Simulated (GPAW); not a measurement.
# Si (I4/mmm) in GPAW: convergence with k mesh

Aim: find how far k mesh must go before the results for Si settle, at r2SCAN. This setting moves, with any that are tied to it; all else stays.

All numbers are computed with GPAW 26.7.0; they aren't measurements. Logs are shortened: lines on timing, memory, paths and dates and some standing lists are left out, and cuts for length are marked. The log counts tension as positive stress, the text compression.

### Step 1. Starting point

Symmetry: I4/mmm, No. 139, tetragonal system. The conventional cell has a = 3.254 Å, b = 3.254 Å, c = 2.641 Å, α = 90.00°, β = 90.00°, γ = 90.00°. Si (site symmetry 4/mmm) has 10 Si at 2.64 to 2.65 Å as nearest neighbours.

This isn't the form of Si at room conditions, which is diamond.

### Step 2. With k mesh 3 × 3 × 3

Contents of run.py:

```python
from ase import Atoms
from ase.dft.bandgap import bandgap
from ase.io import write
from ase.units import GPa
from gpaw import GPAW, PW

atoms = Atoms(['Si'],
              cell=[[-1.62691493, 1.62691493, 1.32032985],
                    [1.62691493, -1.62691493, 1.32032985],
                    [1.62691493, 1.62691493, -1.32032985]],
              scaled_positions=[[0.0, 0.0, 0.0]],
              pbc=True)

calc = GPAW(mode=PW(600),
            xc='MGGA_X_R2SCAN+MGGA_C_R2SCAN',
            kpts={'size': (3, 3, 3), 'gamma': True},
            occupations={'name': 'fermi-dirac', 'width': 0.05},
            nbands=8,
            convergence={'density': 1e-05, 'energy': 1e-05},
            maxiter=100,
            txt='gpaw.txt')
atoms.calc = calc
energy = atoms.get_potential_energy()
forces = atoms.get_forces()
stress = atoms.get_stress()
calc.write('gs.gpw')
write('result.traj', atoms)
print(f'Energy: {energy:.6f} eV')
print('Forces (eV/A):')
print(forces.round(4))
print('Stress (GPa):', (stress / GPa).round(3))
print('Fermi level:', round(calc.get_fermi_level(), 4), 'eV')
print(f'Gap: {bandgap(calc)[0]:.4f} eV, direct: {bandgap(calc, direct=True)[0]:.4f} eV')
```

Potentials or basis: GPAW PAW data sets (gpaw-data 1.2.1), pw.

Command:

```sh
OMP_NUM_THREADS=1 python run.py
```

Run time: 2.7 s. Hardware: 1 thread of Arm Neoverse V2, shared host; peak memory 0.14 GiB.

Results:

| Quantity | Value |
| --- | --- |
| Free energy | -8.0074 eV |
| Pressure | -2.1 GPa |
| Band gap on the k mesh | none (metal or under the smearing width) |

### Step 3. With k mesh 4 × 4 × 4

run.py: that of step 2 with these lines changed.

```diff
@@ -15,3 +15,3 @@
             xc='MGGA_X_R2SCAN+MGGA_C_R2SCAN',
-            kpts={'size': (3, 3, 3), 'gamma': True},
+            kpts={'size': (4, 4, 4), 'gamma': True},
             occupations={'name': 'fermi-dirac', 'width': 0.05},
```

Potentials or basis: GPAW PAW data sets (gpaw-data 1.2.1), pw.

Command:

```sh
OMP_NUM_THREADS=1 python run.py
```

It took 4.6 s on 1 thread of Arm Neoverse V2, shared host; peak memory 0.14 GiB.

What came out:

* Free energy: -7.8540 eV
* Pressure: -0.7 GPa
* Band gap on the k mesh: none (metal or under the smearing width)

### Step 4. With k mesh 5 × 5 × 5

run.py: that of step 3 with these lines changed.

```diff
@@ -15,3 +15,3 @@
             xc='MGGA_X_R2SCAN+MGGA_C_R2SCAN',
-            kpts={'size': (4, 4, 4), 'gamma': True},
+            kpts={'size': (5, 5, 5), 'gamma': True},
             occupations={'name': 'fermi-dirac', 'width': 0.05},
```

Command:

```sh
OMP_NUM_THREADS=1 python run.py
```

Wall time 6 s (1 thread of Arm Neoverse V2, shared host); peak memory 0.14 GiB.

What came out:

```yaml
Free_energy: -7.7810 eV
Pressure: 4.8 GPa
Band_gap_on_the_k_mesh: none (metal or under the smearing width)
```

### Step 5. With k mesh 7 × 7 × 7

run.py: that of step 4 with these lines changed.

```diff
@@ -15,3 +15,3 @@
             xc='MGGA_X_R2SCAN+MGGA_C_R2SCAN',
-            kpts={'size': (5, 5, 5), 'gamma': True},
+            kpts={'size': (7, 7, 7), 'gamma': True},
             occupations={'name': 'fermi-dirac', 'width': 0.05},
```

Command:

```sh
OMP_NUM_THREADS=1 python run.py
```

Run time: 11 s. Hardware: 1 thread of Arm Neoverse V2, shared host; peak memory 0.15 GiB.

It converged, with:

- Free energy: -7.9647 eV
- Pressure: 0.7 GPa
- Band gap on the k mesh: none (metal or under the smearing width)

### Step 6. With k mesh 8 × 8 × 8

run.py: that of step 5 with these lines changed.

```diff
@@ -15,3 +15,3 @@
             xc='MGGA_X_R2SCAN+MGGA_C_R2SCAN',
-            kpts={'size': (7, 7, 7), 'gamma': True},
+            kpts={'size': (8, 8, 8), 'gamma': True},
             occupations={'name': 'fermi-dirac', 'width': 0.05},
```

Potentials or basis: GPAW PAW data sets (gpaw-data 1.2.1), pw.

Command:

```sh
OMP_NUM_THREADS=1 python run.py
```

Run time: 15 s. Hardware: 1 thread of Arm Neoverse V2, shared host; peak memory 0.15 GiB.

The run converged. Its results:

```yaml
Free_energy: -8.0135 eV
Pressure: 0.9 GPa
Band_gap_on_the_k_mesh: none (metal or under the smearing width)
```

### Step 7. With k mesh 10 × 10 × 10

run.py: that of step 6 with these lines changed.

```diff
@@ -15,3 +15,3 @@
             xc='MGGA_X_R2SCAN+MGGA_C_R2SCAN',
-            kpts={'size': (8, 8, 8), 'gamma': True},
+            kpts={'size': (10, 10, 10), 'gamma': True},
             occupations={'name': 'fermi-dirac', 'width': 0.05},
```

Command:

```sh
OMP_NUM_THREADS=1 python run.py
```

Wall time 24 s (1 thread of Arm Neoverse V2, shared host); peak memory 0.16 GiB.

It converged, with:

```
Free energy            : -7.9845 eV
Pressure               : 1.1 GPa
Band gap on the k mesh : none (metal or under the smearing width)
```

### Step 8. With k mesh 12 × 12 × 12

run.py: that of step 7 with these lines changed.

```diff
@@ -15,3 +15,3 @@
             xc='MGGA_X_R2SCAN+MGGA_C_R2SCAN',
-            kpts={'size': (10, 10, 10), 'gamma': True},
+            kpts={'size': (12, 12, 12), 'gamma': True},
             occupations={'name': 'fermi-dirac', 'width': 0.05},
```

Command:

```sh
OMP_NUM_THREADS=1 python run.py
```

Wall time 38 s (1 thread of Arm Neoverse V2, shared host); peak memory 0.16 GiB.

The run converged. Its results:

```yaml
Free_energy: -7.9629 eV
Pressure: 1.0 GPa
Band_gap_on_the_k_mesh: none (metal or under the smearing width)
```

### Step 9. With k mesh 14 × 14 × 14

run.py: that of step 8 with these lines changed.

```diff
@@ -15,3 +15,3 @@
             xc='MGGA_X_R2SCAN+MGGA_C_R2SCAN',
-            kpts={'size': (12, 12, 12), 'gamma': True},
+            kpts={'size': (14, 14, 14), 'gamma': True},
             occupations={'name': 'fermi-dirac', 'width': 0.05},
```

Potentials or basis: GPAW PAW data sets (gpaw-data 1.2.1), pw.

Command:

```sh
OMP_NUM_THREADS=1 python run.py
```

It took 54 s on 1 thread of Arm Neoverse V2, shared host; peak memory 0.18 GiB.

Results (log left out):

| Property | Result |
| --- | --- |
| Free energy | -7.9738 eV |
| Pressure | 0.5 GPa |
| Band gap on the k mesh | none (metal or under the smearing width) |

### Step 10. With k mesh 17 × 17 × 17

run.py: that of step 9 with these lines changed.

```diff
@@ -15,3 +15,3 @@
             xc='MGGA_X_R2SCAN+MGGA_C_R2SCAN',
-            kpts={'size': (14, 14, 14), 'gamma': True},
+            kpts={'size': (17, 17, 17), 'gamma': True},
             occupations={'name': 'fermi-dirac', 'width': 0.05},
```

Potentials or basis: GPAW PAW data sets (gpaw-data 1.2.1), pw.

Command:

```sh
OMP_NUM_THREADS=1 python run.py
```

gpaw.txt:

```text
__  _  _
 | _ |_)|_||  |
 |__||  | ||/\| - 26.7.0

Input parameters:
  mode=PW(ecut=600.0),
  convergence={'density': 1e-05, 'energy': 1e-05},
  kpts=MonkhorstPack(size=(17, 17, 17), gamma=True),
  maxiter=100,
  nbands=8,
  occupations=Occupations(name='fermi-dirac', width=0.05),
  xc=XC(name='MGGA_X_R2SCAN+MGGA_C_R2SCAN')

Diagonalizing LCAO Hamiltonian
Converting LCAO to pw mode

       Si

Atoms  # Å, Bohr magnetons
|   | symbol |        x |        y |        z |    initial magnetic moments |
|---|--------|----------|----------|----------|-----------------------------|
| 0 |     Si | 0.000000 | 0.000000 | 0.000000 | ( 0.0000,  0.0000,  0.0000) |

Unit cell  # Å
| periodic |         x |         y |         z |  lengths |     angles |
|----------|-----------|-----------|-----------|----------|------------|
|      yes | -1.626915 |  1.626915 |  1.320330 | 2.652730 | 104.343234 |
|      yes |  1.626915 | -1.626915 |  1.320330 | 2.652730 | 104.343234 |
|      yes |  1.626915 |  1.626915 | -1.320330 | 2.652730 | 120.300802 |

Number of symmetries: 16
Symmetry operations  # r_c * U_cc + t_c -> r_c
|    | kind |            matrix            |
|----|------|------------------------------|
|  0 |  σ   |  1, 1, 1,  0, 0,-1,  0,-1, 0 |
|  1 |  C4  |  1, 1, 1,  0, 0,-1, -1, 0, 0 |
|  2 |  E   |  1, 0, 0,  0, 1, 0,  0, 0, 1 |
|  3 |  σ   |  1, 0, 0,  0, 1, 0, -1,-1,-1 |
|  4 |  σ   |  0, 1, 0,  1, 0, 0,  0, 0, 1 |
|  5 |  C2  |  0, 1, 0,  1, 0, 0, -1,-1,-1 |
|  6 |  C2  |  0, 0, 1, -1,-1,-1,  1, 0, 0 |
|  7 |  S4  |  0, 0, 1, -1,-1,-1,  0, 1, 0 |
|  8 |  C4  |  0, 0,-1,  1, 1, 1,  0,-1, 0 |
|  9 |  σ   |  0, 0,-1,  1, 1, 1, -1, 0, 0 |
| 10 |  σ   |  0,-1, 0, -1, 0, 0,  1, 1, 1 |
| 11 |  C2  |  0,-1, 0, -1, 0, 0,  0, 0,-1 |
| 12 |  C2  | -1, 0, 0,  0,-1, 0,  1, 1, 1 |
| 13 |  i   | -1, 0, 0,  0,-1, 0,  0, 0,-1 |
| 14 |  S4  | -1,-1,-1,  0, 0, 1,  1, 0, 0 |
| 15 |  C2  | -1,-1,-1,  0, 0, 1,  0, 1, 0 |

BZ-sampling:
  Number of BZ points: 4913
  Number of IBZ points: 405

  Monkhorst-Pack size: [17, 17, 17]
  Monkhorst-Pack shift: [0, 0, 0]

K-points  # in reciprocal-cell coordinates
|     |                                coordinates |     weight |
|-----|--------------------------------------------|------------|
|   0 | (  0.00000000,   0.00000000,   0.00000000) | 0.00020354 |
|   1 | (  0.05882353,  -0.05882353,   0.00000000) | 0.00081417 |
|   2 | (  0.05882353,  -0.05882353,   0.05882353) | 0.00081417 |
|   3 | (  0.05882353,   0.00000000,   0.00000000) | 0.00162833 |
|   4 | (  0.05882353,   0.05882353,  -0.05882353) | 0.00040708 |
|   5 | (  0.11764706,  -0.11764706,   0.00000000) | 0.00081417 |
|   6 | (  0.11764706,  -0.11764706,   0.05882353) | 0.00162833 |
|   7 | (  0.11764706,  -0.11764706,   0.11764706) | 0.00081417 |
|   8 | (  0.11764706,  -0.05882353,   0.00000000) | 0.00325667 |
|   9 | (  0.11764706,  -0.05882353,   0.05882353) | 0.00162833 |
| ... |                                            |            |
| 404 | (  0.47058824,   0.47058824,   0.47058824) | 0.00162833 |

Plane wave coefficients: 482
Cutoff: 600.0 eV

Spin-components: 1 (collinear spins)
Bands:           8
Projectors:      5
Spin-degeneracy: 2
Datatype:        complex128

Parallelization:
  kpt:    1
  domain: 1
  band:   1

Density:
  Valence electrons: 4.0
  Components: 1
  Grid points: [15 15 15]
  Charge: 0.0  # |e|

Potential:
  Grid points: [15 15 15]

species:
  Si:
    name:    Silicon
    Z:       14.0
    valence: 4
    core:    10
    charge:  0.0  # [|e|]
    compensation charges:
      type: gauss
      rc: 0.33  # [Å]
      lmax: 2
    cutoffs:
      filter: 1.86  # [Å]
      core: 2.06  # [Å]
    projectors
    | kind |    occ | energy [eV] | rcut [Å] |
    |------|--------|-------------|----------|
    |   3s |  2.000 |     -10.812 |    1.058 |
    |   3p |  2.000 |      -4.081 |    1.058 |
    |    s |        |      16.399 |    1.058 |
    |    p |        |      23.130 |    1.058 |
    |    d |        |       0.000 |    1.058 |

    Using partial waves for Si as LCAO basis

Reference energy: -7886.344250  # eV

eigensolver:
  PPCG
  Converge bands: occupied
  niter=2

density mixing:
  MSR1-Mixer
  Pratt-step length: 0.05
  Maximum mixing coefficient: 0.75
  Old densities: 10
  SVD Regularization: 0.005
  Good broyden scale: 1.0
  Trust region scale: 1.0
  Backstep threshold: 4.0
  History deletion threshold: 6.0
  Fourier metric: weight=20.0, sigma=0.015

occupation numbers:
  Fermi-Dirac:
    width: 0.0500  # eV

poisson solver:
  ecut: 4800.0  # eV

xc functional:
  name: MGGA_X_R2SCAN+MGGA_C_R2SCAN with 2 nearest neighbor stencil

convergence criteria:
- Maximum integral of absolute [dens]ity change: 1e-05 electrons / valence electron
- Maximum [total energy] change in last 3 cyles: 1e-05 eV / valence electron
- Maximum integral of absolute [eigenst]ate change: 4e-08 eV^2 / valence electron
maximum number of iterations: 100

SCF iterations
|iter     | |      energy | eigst |  dens |
|---------|-|-------------|-------|-------|
|iter:   1| |   -8.450236 | +0.06 |       |
|iter:   2| |   -7.951035 | -1.70 | -1.20 |
|iter:   3| |-1186.081079 | +2.97 | -1.17 |
|iter:   4| |   -6.763237 | +2.46 | +1.01 |
|iter:   5| |   -7.969305 | -0.69 | -1.55 |
|iter:   6| |   -7.972437 | -3.69 | -1.36 |
|iter:   7| |   -7.971458 | -3.99 | -1.85 |
|iter:   8| |   -7.971311 | -4.03 | -1.98 |
|iter:   9| |   -7.971326 | -6.74 | -3.01 |
|iter:  10| |   -7.971331c| -6.81 | -3.15 |
|iter:  11| |   -7.971331c| -8.40c| -3.56 |
|iter:  12| |   -7.971331c| -8.04c| -3.74 |
|iter:  13| |   -7.971331c| -7.62c| -4.06 |
|iter:  14| |   -7.971331c| -7.81c| -4.28 |
|iter:  15| |   -7.971331c| -7.81c| -4.56 |
|iter:  16| |   -7.971331c| -9.12c| -6.32c|

Converged in 16 steps
Energy contributions relative to reference atoms: (reference = -7886.344250)

Energy contributions:
  Kinetic:           1.451958
  Coulomb:           0.292588
  Zero:             -0.027415
  External:          0.000000
  Xc:               -9.686350
  Entropy:          -0.004225
  Spinorbit:         0.000000
  ----------------------------
  Free energy:      -7.973444
  Extrapolated:     -7.971331

dipole moment: (-3.539887, -3.539887, -2.872810)  # |e|*Ang

Fermi level: 9.814
Eigenvalues  # (at kpt = [0.000, 0.000, 0.000])
| band index |      eig [eV] | occ [0-2] |
|------------|---------------|-----------|
|          0 |        -5.784 |     2.000 |
|          1 |        19.970 |     0.000 |
|          2 |        20.752 |     0.000 |
|          3 |        20.752 |     0.000 |
|          4 |        23.770 |     0.000 |
|          5 |        24.925 |     0.000 |
|          6 |        26.057 |     0.000 |
|          7 |        26.057 |     0.000 |

No gap
No difference between direct/indirect transitions

Forces  # eV/Ang
|       x |        y |       z |
|---------|----------|---------|
| 0.00000 | -0.00000 | 0.00000 |  # Si   0

Stress tensor  # eV/Ang^3
|         x |         y |        z |
|-----------|-----------|----------|
| -0.013259 |  0.000000 | 0.000000 |
|  0.000000 | -0.013259 | 0.000000 |
|  0.000000 |  0.000000 | 0.013310 |

# Writing to gs.gpw (mode='')
```

stdout:

```text
Energy: -7.971331 eV
Forces (eV/A):
[[ 0. -0.  0.]]
Stress (GPa): [-2.124 -2.124  2.133  0.     0.     0.   ]
Fermi level: 9.8137 eV
Gap: 0.0000 eV, direct: 0.0000 eV
```

Run time: 91 s. Hardware: 1 thread of Arm Neoverse V2, shared host; peak memory 0.2 GiB.

What came out:

```
Free energy            : -7.9734 eV
Pressure               : 0.7 GPa
Band gap on the k mesh : none (metal or under the smearing width)
```

### Step 11. Result

```
      k mesh  energy less the tightest run, at zero smearing (meV/atom)  pressure (GPa)  SCF cycles  CPU time (s)  peak memory (GiB)
   3 × 3 × 3                                                     -31.93           -2.07          13           2.7               0.14
   4 × 4 × 4                                                     120.89           -0.69          13           4.6               0.14
   5 × 5 × 5                                                     191.40            4.82          16             6               0.14
   7 × 7 × 7                                                       9.50            0.68          16            11               0.15
   8 × 8 × 8                                                     -41.31            0.94          16            15               0.15
10 × 10 × 10                                                     -11.37            1.11          16            24               0.16
12 × 12 × 12                                                      10.48            1.01          16            38               0.16
14 × 14 × 14                                                      -0.82            0.45          16            54               0.18
17 × 17 × 17                                                       0.00            0.71          16            91                0.2
```

Against the tightest run, the energy stays within 1 meV/atom from 14 × 14 × 14 on. Not settled before the last step: the pressure (to 0.1 GPa). Meshes of other sizes hit other points, so gaps and Fermi surfaces needn't settle smoothly. The tightest run that finished is the yardstick and may itself not be fully converged.

Caveats: the PAW data sets were made with another functional, which shifts forces and pressure a little.
